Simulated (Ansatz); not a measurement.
The parent structure is BeO in the wurtzite structure (space group P6_3mc, No. 186).

```yaml
crystal:
  lattice:
    - [2.69049, 0.00000, 0.00000]
    - [-1.34524, 2.33003, 0.00000]
    - [0.00000, 0.00000, 4.36988]
  atoms:
    - { symbol: Be, position: [0.66667, 0.33333, 0.00145] }
    - { symbol: Be, position: [0.33333, 0.66667, 0.50145] }
    - { symbol: O, position: [0.66667, 0.33333, 0.62375] }
    - { symbol: O, position: [0.33333, 0.66667, 0.12375] }
```

Cartesian axes are those of the cell as printed.

Level of theory: Kohn–Sham DFT with the r2SCAN functional, run in Ansatz (a first-principles code) with PAW and 500 eV plane waves, no spin-orbit coupling.

Strains are applied to the cell and any free atomic positions relax; under biaxial strain the out-of-plane vector relaxes too.

One change was made to it. Results:

| quantity | base | after |
|---|---|---|
| valence-band top at Γ (three highest levels, from the VBM) | 0.00, -0.04, -0.04 eV | 0.00, -0.21, -0.36 eV |
| band gap | 8.55 eV | 8.35 eV |
| gap character | direct at Γ | direct at Γ |

Problem. Name the change that was made.
A. isotropic strain +2.78 %
B. biaxial strain −0.79 %, plane normal [001], relaxed out of plane
C. uniaxial strain ε_yy = −3.33 %
D. tensor shear ε_xz = −3.08 %

Solution. D, tensor shear ε_xz = −3.08 %. For comparison, the band gap in the other runs: uniaxial strain ε_yy = −3.33 % gives 8.78 eV; biaxial strain −0.79 %, plane normal [001], relaxed out of plane gives 8.70 eV; isotropic strain +2.78 % gives 7.67 eV.

Whether these cells are dynamically stable was not tested. Labels are those of the standard path for the cell's own space group.
